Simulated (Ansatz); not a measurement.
# Al3Ru2 (I4/mmm) in Ansatz: relaxation of cell and atoms with PBEsol

Aim: the relaxation of cell and atoms of Al3Ru2 with PBEsol.

Everything below comes from runs of Ansatz 0.2.0. Logs are shortened: lines on timing, memory, paths and dates and some standing lists are left out, and cuts for length are marked.

## 1. The structure

The structure is tetragonal, space group I4/mmm (No. 139). Conventional cell: a = 3.078 Å, b = 3.078 Å, c = 14.286 Å, α = 90.00°, β = 90.00°, γ = 90.00°. Ru (site symmetry 4mm) is surrounded by 9 Al at 2.51 to 2.86 Å. Al (site symmetry 4mm) is surrounded by 5 Ru at 2.51 to 2.86 Å and 5 Al at 2.70 to 2.77 Å. Al (site symmetry 4/mmm) has 8 Ru at 2.65 Å and 2 Al at 2.77 Å as nearest neighbours.

The cell comes from a database or a generator and needn't be the stable form of this composition.

## 2. Relaxation of cell and atoms, PBEsol

File input.yaml:

```yaml
crystal:
  lattice:
    - [-1.538900875, 1.538900875, 7.14310203]
    - [1.538900875, -1.538900875, 7.14310203]
    - [1.538900875, 1.538900875, -7.14310203]
  atoms:
    - { symbol: Ru, position: [0.39413143, 0.39413143, 0.0] }
    - { symbol: Ru, position: [0.60586857, 0.60586857, 0.0] }
    - { symbol: Al, position: [0.19381538, 0.19381538, 0.0] }
    - { symbol: Al, position: [0.80618462, 0.80618462, 0.0] }
    - { symbol: Al, position: [0.0, 0.0, 0.0] }
hamiltonian:
  xc: pbesol
  pseudopotentials: { kind: paw }
kpoints:
  mp_grid: { grid: [12, 12, 12] }
scf:
  occupations: { method: fermi_dirac, width: 0.05 }
output:
  forces: true
  stress: true
  eigenvalues: true
  write_density: true
  write_potential: true
  elf: true
  volumetric_format: npy
relax:
  f_tol: 0.01
  max_steps: 40
  cell: { stress_tol: 0.05 }
```

Potentials or basis: Ansatz PAW.

Command:

```console
$ ansatz run input.yaml --threads 2 --pin off --max-ram 5632MiB --backend cpu --events-out ev --progress --plain --runs-dir out
```

Log:

```text
Warning: RAYON_NUM_THREADS=2 ignored (pool sized by the plan → 2); use --threads N
basis.fft_grid_basis auto: the FFT boxes are laid along the combinations [[1, -1, 0], [0, 1, 0], [1, 0, 1]] of the cell's own vectors, 4.353, 7.467 and 3.078 Å long. The dense box has 30×50×24 points. Along the cell's own vectors, as sized, it would have 50×50×50, 3.47 times as many. Of the 16 symmetry operations that the crystal satisfies within crystal.symmetry.tolerance (time reversal apart; of a slab, those that keep its plane) the dense box along the cell's own vectors carries 16, and the one as laid loses 14 of those. basis.fft_grid_basis: typed keeps the cell's own vectors: state it where this run's energies or levels are differenced outside the engine with another run's, or held beside a run that keeps those vectors. Those combinations have planes normal to reciprocal vector 3, as the cell's own vectors have. Each planar average written beside output.write_density, output.write_potential has a row for each plane of the box: 24. The volumetric files lie along those combinations, not along the cell's own vectors: a cube or XSF file states them, and fields.json those of NumPy files.
Engine: ansatz 0.2.0, aarch64-unknown-linux-gnu
Pseudopotentials: kind: paw
Pseudopotential: Ru, paw, valence charge 16, recommended cutoff 420 eV (normal), Ru.paw.azcp
Pseudopotential: Al, paw, valence charge 3, recommended cutoff 420 eV (normal), Al.paw.azcp
Functional definition: PBEsol
  exchange = pbesol_x
  correlation = pbesol_c
Crystal: 5 atoms, lattice volume = 67.666 Å³
Basis set: ecut = 420 eV, 1331 PW (Γ), FFT grids on a1−a2, a2, a1+a3, exchange–correlation on 60×100×48 points (8 copies of the dense FFT grid, shifted against one another)
Bands: 26, of which v1, the nominal top of the filled ones, is band 21 counted from 1 (20 counted from 0)
Symmetry: 16 space group operations
Space group: I4/mmm (ITA 139), of the structure as read, at distance tolerance 4.1e-5 Å
k-points: 163 of 1728
Non-local potential: Ru, projectors of the file, l = 0: 3, l = 1: 2, l = 2: 2, l = 3: 1
Non-local potential: Al, projectors of the file, l = 0: 2, l = 1: 2, l = 2: 1
PAW form: soft (Blöchl's): semilocal exchange-correlation on the pseudo side does not see the compensation charge
PAW frozen core: Ru, regenerated for the run's functional, and the local potential with it (the file was generated under x = pbe(κ = 0.804, μ = 0.2195149727645171), c = pbe(β = 0.06672455060314922))
PAW frozen core: Al, regenerated for the run's functional, and the local potential with it (the file was generated under x = pbe(κ = 0.804, μ = 0.2195149727645171), c = pbe(β = 0.06672455060314922))
PAW one-centre angular grid: Ru, 590 points (default); XC on 64 Gauss nodes
PAW one-centre angular grid: Al, 110 points (default); XC on 64 Gauss nodes
Initial density: superposition of atomic densities (neutral atoms: chi_scale 0, normalization atom), corrected by the library's trained network
Initial wavefunctions: pseudopotential atomic-orbital guess
Functional: x = pbesol(κ = 0.804, μ = 0.12345679012345678), c = pbesol(β = 0.046)
SCF iter   1: F=—  HF=-13210.015025 eV  |F-HF|=—  |Δ(HF+E_count)|=         —  Δρ=4.36e-3  dr2=2.77e-2  ethr=1.77e-3  ⟨swp⟩=6.8  Hψ=20111  notcnv=0
preconditioner: auto → Kerker (q_TF=auto, 2.510 Å⁻¹)  [metal: Δε(μ)=0.026 eV  Ē_g=6.614 eV  σ=0.050 eV  W_gap=0.13  n_scr=20 (ndim 8)  ℏωp=22.6 eV  f_vac=0.000  D(μ)=1.63/eV (n_scr^D=12)]
SCF iter   2: F=—  HF=-13210.011797 eV  |F-HF|=—  |Δ(HF+E_count)|=   3.23e-3  Δρ=2.26e-3  dr2=9.93e-3  ethr=6.77e-5  ⟨swp⟩=1.0  Hψ=5545  notcnv=0
SCF iter   3: F=—  HF=-13210.010208 eV  |F-HF|=—  |Δ(HF+E_count)|=   1.59e-3  Δρ=3.86e-4  dr2=2.72e-4  ethr=2.42e-5  ⟨swp⟩=2.0  Hψ=5319  notcnv=0  defer=1
SCF iter   4: F=—  HF=-13210.010154 eV  |F-HF|=—  |Δ(HF+E_count)|=   5.32e-5  Δρ=1.03e-4  dr2=1.45e-5  ethr=6.65e-7  ⟨swp⟩=2.0  Hψ=6430  notcnv=0  defer=1
SCF iter   5: F=—  HF=-13210.010141 eV  |F-HF|=—  |Δ(HF+E_count)|=   1.35e-5  Δρ=2.83e-5  dr2=8.82e-7  ethr=3.53e-8  ⟨swp⟩=2.3  Hψ=6244  notcnv=0  defer=2
SCF iter   6: F=-13210.010141 eV  HF=-13210.010141 eV  |F-HF|=1.33e-8  |Δ(HF+E_count)|=   2.69e-7  Δρ=7.34e-6  dr2=2.54e-8  ethr=2.44e-10  ⟨swp⟩=10.9  Hψ=28804  notcnv=0
SCF 1 converged in 6 iterations: F = -13210.010141 eV  dr2 = 2.54e-8
relax step   1: F+E_penalty+E_count = -13210.01014052 eV  Δ(F+E_penalty+E_count) = +0.000e0 eV  max|allowed force component| = 7.977e-2 eV/Å  Δτ_max = 0.0000 Å  P = -0.971 GPa  Ω = 67.666 Å³  (6 SCF iters, dr2 threshold 1.00e-7 eV, accepted)
Crystal: 5 atoms, lattice volume = 67.195 Å³
Basis set: ecut = 420 eV, 1315 PW (Γ), FFT grids on a1−a2, a2, a1+a3, exchange–correlation on 60×100×48 points (8 copies of the dense FFT grid, shifted against one another)
Initial density: handed on by an earlier stage of this run
Initial wavefunctions: those handed on with the density
iter 1 solved again at ethr=2.98e-6 eV; its pass at ethr=3.10e-3 eV (dr2=1.22e-3 eV) is discarded
SCF iter   1: F=—  HF=-13210.012046 eV  |F-HF|=—  |Δ(HF+E_count)|=         —  Δρ=1.52e-3  dr2=1.22e-3  ethr=2.98e-6  ⟨swp⟩=2.3  Hψ=20586  notcnv=0
preconditioner: auto → Kerker (q_TF=auto, 2.513 Å⁻¹)  [metal: Δε(μ)=0.023 eV  Ē_g=6.654 eV  σ=0.050 eV  W_gap=0.11  n_scr=20 (ndim 8)  ℏωp=22.6 eV  f_vac=0.000  D(μ)=1.59/eV (n_scr^D=4)]
SCF iter   2: F=—  HF=-13210.011831 eV  |F-HF|=—  |Δ(HF+E_count)|=   2.16e-4  Δρ=8.00e-4  dr2=4.42e-4  ethr=2.98e-6  ⟨swp⟩=1.0  Hψ=4238  notcnv=0
SCF iter   3: F=—  HF=-13210.011722 eV  |F-HF|=—  |Δ(HF+E_count)|=   1.09e-4  Δρ=1.27e-4  dr2=5.10e-5  ethr=1.08e-6  ⟨swp⟩=2.4  Hψ=5879  notcnv=0
SCF iter   4: F=—  HF=-13210.011712 eV  |F-HF|=—  |Δ(HF+E_count)|=   9.26e-6  Δρ=3.56e-5  dr2=1.30e-6  ethr=1.25e-7  ⟨swp⟩=2.2  Hψ=5479  notcnv=0
iter 5 did not close the SCF: its close was put off for the readings that it lacked (scf_convergence_deferred on its scf_iter line)
SCF iter   5: F=-13210.011712 eV  HF=-13210.011712 eV  |F-HF|=3.07e-8  |Δ(HF+E_count)|=   2.16e-7  Δρ=8.21e-6  dr2=4.59e-8  ethr=3.17e-9  ⟨swp⟩=2.2  Hψ=5912  notcnv=0
SCF iter   6: F=-13210.011712 eV  HF=-13210.011712 eV  |F-HF|=1.89e-9  |Δ(HF+E_count)|=   1.77e-8  Δρ=2.46e-6  dr2=3.03e-9  ethr=1.12e-10  ⟨swp⟩=5.0  Hψ=23958  notcnv=0
[... 15 lines left out ...]
Initial wavefunctions: pseudopotential atomic-orbital guess (no wavefunctions were taken with the density)
iter 1 solved again at ethr=1.10e-7 eV; its pass at ethr=3.10e-3 eV (dr2=4.51e-5 eV) is discarded
SCF iter   1: F=—  HF=-13210.011754 eV  |F-HF|=—  |Δ(HF+E_count)|=         —  Δρ=7.69e-6  dr2=7.87e-9  ethr=1.10e-7  ⟨swp⟩=3.0  Hψ=30150  notcnv=0
eigensolver tolerance schedule: the retry pair's looser diagonalisation over-reported the residual by 5723.88 of it (diagonalisation noise at 0.25 of the residual, at the tolerance the schedule requests for it); recorded, not acted on — ethr = c·dr2/N_el stays at c = 1.0e-1
preconditioner: auto → Kerker (q_TF=auto, 2.512 Å⁻¹)  [metal: Δε(μ)=0.024 eV  Ē_g=6.643 eV  σ=0.050 eV  W_gap=0.12  n_scr=20 (ndim 8)  ℏωp=22.6 eV  f_vac=0.000  D(μ)=1.60/eV (n_scr^D=4)]
SCF iter   2: F=—  HF=-13210.011740 eV  |F-HF|=—  |Δ(HF+E_count)|=   1.40e-5  Δρ=3.83e-6  dr2=1.58e-9  ethr=1.92e-11  ⟨swp⟩=2.8  Hψ=8495  notcnv=0
SCF iter   3: F=—  HF=-13210.011740 eV  |F-HF|=—  |Δ(HF+E_count)|=  6.18e-10  Δρ=1.28e-6  dr2=2.66e-10  ethr=3.84e-12  ⟨swp⟩=2.3  Hψ=7431  notcnv=0
iter 4 did not close the SCF: its close was put off for the readings that it lacked (scf_convergence_deferred on its scf_iter line)
SCF iter   4: F=-13210.011740 eV  HF=-13210.011740 eV  |F-HF|=9.09e-12  |Δ(HF+E_count)|=  7.64e-11  Δρ=2.81e-7  dr2=3.34e-11  ethr=1.00e-12  ⟨swp⟩=1.0  Hψ=4238  notcnv=0
iter 5 did not close the SCF: its close was put off for the readings that it lacked (scf_convergence_deferred on its scf_iter line)
SCF iter   5: F=-13210.011740 eV  HF=-13210.011740 eV  |F-HF|=5.46e-12  |Δ(HF+E_count)|=  3.64e-12  Δρ=8.60e-8  dr2=8.88e-12  ethr=1.00e-12  ⟨swp⟩=1.0  Hψ=4238  notcnv=0
iter 6 did not close the SCF: its close was put off for the readings that it lacked (scf_convergence_deferred on its scf_iter line)
SCF iter   6: F=-13210.011740 eV  HF=-13210.011740 eV  |F-HF|=3.64e-12  |Δ(HF+E_count)|=    0.00e0  Δρ=2.98e-8  dr2=9.53e-13  ethr=1.00e-12  ⟨swp⟩=1.0  Hψ=4238  notcnv=0
iter 7 did not close the SCF: its close was put off for the readings that it lacked (scf_convergence_deferred on its scf_iter line)
SCF iter   7: F=-13210.011740 eV  HF=-13210.011740 eV  |F-HF|=0.00e0  |Δ(HF+E_count)|=  7.28e-12  Δρ=1.32e-8  dr2=1.73e-13  ethr=1.00e-12  ⟨swp⟩=1.0  Hψ=4238  notcnv=0
SCF iter   8: F=-13210.011740 eV  HF=-13210.011740 eV  |F-HF|=1.82e-12  |Δ(HF+E_count)|=  1.82e-12  Δρ=4.57e-9  dr2=1.50e-14  ethr=1.00e-12  ⟨swp⟩=3.0  Hψ=13058  notcnv=0
SCF 4 converged in 8 iterations: F = -13210.011740 eV  dr2 = 1.50e-14
relax step   4: F+E_penalty+E_count = -13210.01173994 eV  Δ(F+E_penalty+E_count) = +1.097e-4 eV  max|allowed force component| = 3.827e-3 eV/Å  Δτ_max = 0.0000 Å  P = -0.003 GPa  Ω = 67.311 Å³  stress off target by 1.88e-2 GPa  SCF on the basis re-selected at this cell (its energy is not comparable with the rows above)  (8 SCF iters)
basis re-selected at this cell: Δ(F+E_penalty+E_count) = +1.097e-4 eV, ΔP = -0.002 GPa vs the last step (what re-selecting the basis moved, of the pressure what is left beyond the Pulay correction that the steps carried, after the strain that the cell walked since its last selection, with what the two solves' SCF thresholds leave and, on support functions, any second-order correction that the steps lacked; it is no measure of the basis error at this ecutwfc). This SCF's stress stands 1.88e-2 GPa from its target on what of the cell is left free (relax.cell.stress_tol is 5.00e-2 GPa) and its largest allowed force component is 3.83e-3 eV/Å (relax.f_tol is 1.00e-2 eV/Å): within both
SCF converged after 8 iterations
Free energy (F): -13210.011740 eV
Harris-Foulkes:  -13210.011740 eV  (|F-HF|=1.82e-12)
Internal energy: -13209.998822 eV  (E = F + TS)
E sigma→0 (E₀):  -13210.005281 eV
Entropy (-TS):   -0.012918 eV (-2.584 meV/atom)
Fermi energy:    14.746701 eV
--- Per-component energies (eV) ---
  E_band       = -265.630862
  E_kinetic    = 1112.445490
  E_local      = -4086.334670  (includes V_loc(G=0)·N_el)
  E_nonlocal   = 723.040533
  E_hartree    = 1508.058723
  E_xc         = -502.563657
  E_vxc        = -571.869696  (∫ρ·V_xc dr)
  E_paw        = -8165.622240  (= ΣΔE_a)
  E_vpaw       = -459.029580  (= ΣTr[D̂ρ^β])
  E_aug_tail   = -0.000385  (compensation charges beyond the density's cutoff)
  E_ewald      = -3799.586625
  E_core_change = 0.564009  (= ΣΔE_core)
  E_smearing   = -0.012918  (= −TS)
  E_closure    = -0.000000  (closes the sum)
  Σ components = -13210.011740   (vs F -13210.011740, Δ=0.00e0)
--- Forces (eV/Å), atoms counted from 1 ---
  atom   1  Ru     0.00000000     0.00000000     0.00128936
  atom   2  Ru     0.00000000     0.00000000    -0.00128936
  atom   3  Al     0.00000000     0.00000000    -0.00382688
  atom   4  Al     0.00000000     0.00000000     0.00382688
  atom   5  Al    -0.00000000     0.00000000     0.00000000
  max |Σ_I F_I| component: 6.07e-18 eV/Å
--- Stress (GPa, compression-positive) ---
        0.004749       0.000000       0.000000
        0.000000       0.004749       0.000000
        0.000000       0.000000      -0.018802
  P = ⅓ Tr σ = -0.0031 GPa (-0.031 kbar)
--- Band table (eV; the first three rows and the last of 163) ---
  k-point 0: bands = ["-57.0674", "-57.0602", "-27.1552", "-27.0940", "-27.0940", "-27.0856", "-27.0856", "-27.0562", "4.3758", "7.3209", "7.5263", "11.0043", "11.2330", "11.5056", "13.2158", "13.3477", "13.3477", "13.8890", "13.8890", "14.5112", "14.6523", "18.1540", "19.3395", "20.1847", "20.1847", "20.7451"]
  k-point 1: bands = ["-57.0659", "-57.0587", "-27.1527", "-27.1044", "-27.1035", "-27.0957", "-27.0951", "-27.0542", "4.6126", "7.4640", "7.7845", "11.0974", "11.3214", "11.5724", "13.1348", "13.1417", "13.4248", "13.6956", "13.7965", "14.1878", "14.3727", "18.4362", "19.0230", "19.4696", "19.6234", "20.3470"]
  k-point 2: bands = ["-57.0618", "-57.0547", "-27.1459", "-27.1322", "-27.1297", "-27.1227", "-27.1209", "-27.0488", "5.3002", "7.8693", "8.4976", "11.3370", "11.5620", "11.6842", "12.6404", "12.9732", "13.3235", "13.3284", "13.4153", "13.6917", "13.8182", "17.9839", "18.4201", "19.5153", "19.6672", "19.6972"]
  k-point 162: bands = ["-57.0674", "-57.0602", "-27.1536", "-27.0940", "-27.0940", "-27.0856", "-27.0856", "-27.0579", "4.8503", "5.6416", "9.4148", "10.6530", "11.1425", "11.6144", "12.7582", "13.1340", "13.1340", "14.2232", "14.2232", "14.5268", "14.6360", "17.1372", "19.0853", "19.0853", "20.4375", "21.7593"]
--- Relaxed structure (3 steps of the walk, 3 accepted, 1 SCFs on fresh bases) ---
  F+E_penalty+E_count = -13210.01173994 eV   max|allowed force component| = 3.827e-3 eV/Å   (the final SCF, on the basis selected at the relaxed cell)
  cell:  # Å, volume = 67.3108 Å³
    - [-1.5357809516212506, 1.5357809516212506, 7.134542421066157]
    - [1.5357809516212506, -1.5357809516212506, 7.134542421066157]
    - [1.5357809516212506, 1.5357809516212506, -7.134542421066157]
  atoms:
    - { symbol: Ru, position: [0.39455874678265346, 0.39455874678265346, -2.4579437360082413e-36] }
    - { symbol: Ru, position: [0.6054412532173464, 0.6054412532173464, 2.2184953951904353e-37] }
    - { symbol: Al, position: [0.19381502724723856, 0.19381502724723856, 2.474510904986384e-36] }
    - { symbol: Al, position: [0.8061849727527614, 0.8061849727527614, 6.533313935287637e-36] }
    - { symbol: Al, position: [7.5891550192900395e-22, 7.589155019289999e-22, 9.777320901533272e-38] }
```

Wall time 64 s (2 threads of Arm Neoverse N1, shared host); peak memory 0.52 GiB.

Results:

```yaml
Free_energy: -13210.0117 eV
Relaxed_volume: 13.46 Å³/atom
Relaxed_cell: a = 7.458 Å, b = 7.458 Å, c = 7.458 Å, α = 156.23°, β = 156.23°, γ = 33.86°
Space_group_after_relaxing_to_0.05_Å: I4/mmm (No. 139)
Energy_gained_by_relaxing: 0.3 meV/atom
Ionic_steps: 4
Pressure_after_relaxing: 0.0 GPa
Largest_force_after_relaxing: 0.004 eV/Å
Band_gap_on_the_k_mesh: none (metal or under the smearing width)
```

Forces in eV/Å, atoms in the order of the input:
```
Ru   0.000  0.000  0.001
Ru   0.000  0.000 -0.001
Al   0.000  0.000 -0.004
Al   0.000  0.000  0.004
Al   0.000  0.000  0.000
```

The path:
| step | energy change (eV) | largest force (eV/Å) | volume (Å³) |
| --- | --- | --- | --- |
| 1 | 0.0000 | 0.0798 | 67.67 |
| 2 | -0.0016 | 0.0285 | 67.20 |
| 3 | -0.0017 | 0.0039 | 67.31 |
| 4 | -0.0016 | 0.0038 | 67.31 |

Final structure:
```yaml
crystal:
  lattice:
    - [-1.53578, 1.53578, 7.13454]
    - [1.53578, -1.53578, 7.13454]
    - [1.53578, 1.53578, -7.13454]
  atoms:
    - { symbol: Ru, position: [0.39456, 0.39456, 0.00000] }
    - { symbol: Ru, position: [0.60544, 0.60544, 0.00000] }
    - { symbol: Al, position: [0.19382, 0.19382, 0.00000] }
    - { symbol: Al, position: [0.80618, 0.80618, 0.00000] }
    - { symbol: Al, position: [0.00000, 0.00000, 0.00000] }
```

Caveat: the plane-wave basis is chosen anew once the cell has moved, so the energies of steps on either side of that aren't comparable; the PAW data sets come from PBE, with cores solved anew for the run's functional, which leaves a small shift of forces and pressure.
